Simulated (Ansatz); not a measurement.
**HfC: single point with PBEsol**

Crystal: HfC.

```
Hf C
1.0
     3.34287    0.00000    0.00000
    -1.67143    2.89501    0.00000
     0.00000    0.00000    5.20271
Hf C
2 2
Direct
  0.33333 0.66667 0.25000
  0.66667 0.33333 0.75000
  0.00000 0.00000 0.50000
  0.00000 0.00000 0.00000
```

The cell comes from a database or a generator and needn't be the stable form of this composition.

```json
{
 "Program": "Ansatz 0.2.0",
 "Task": "single point",
 "Functional": "PBEsol",
 "Potentials or basis": "all-electron LAPW, scalar-relativistic",
 "Cutoff": "302 eV (chosen from the basis error)",
 "Basis error allowed": "0.001 eV/atom",
 "k mesh": "9 × 9 × 5",
 "Occupations": "fermi-dirac, width 0.05 eV",
 "Spin": "no spin polarisation"
}
```

```json
{"Pressure": "-7.3 GPa", "Band gap on the k mesh": "none (metal or under the smearing width)", "Loewdin charges": "Hf +0.65; C -0.61 e"}
```

Stress tensor (GPa, compression positive):
```
-8.35  0.00  0.00
 0.00 -8.35  0.00
 0.00  0.00 -5.26
```

Levels at points of the mesh, in eV from the Fermi level:
| k point | band 44 | band 45 | band 46 | band 47 | band 48 | band 49 | band 50 | band 51 | band 52 | band 53 |
| --- | --- | --- | --- | --- | --- | --- | --- | --- | --- | --- |
| (0.00, 0.00, 0.00) | -3.07 | -3.07 | -1.11 | -1.11 | 1.03 | 1.44 | 1.44 | 1.91 | 1.91 | 2.38 |

Run time: 16 s on 2 threads of Arm Neoverse V2, with other jobs on the host, peak memory 0.48 GiB.

Spin-orbit coupling is left out, which matters for the levels of Hf.
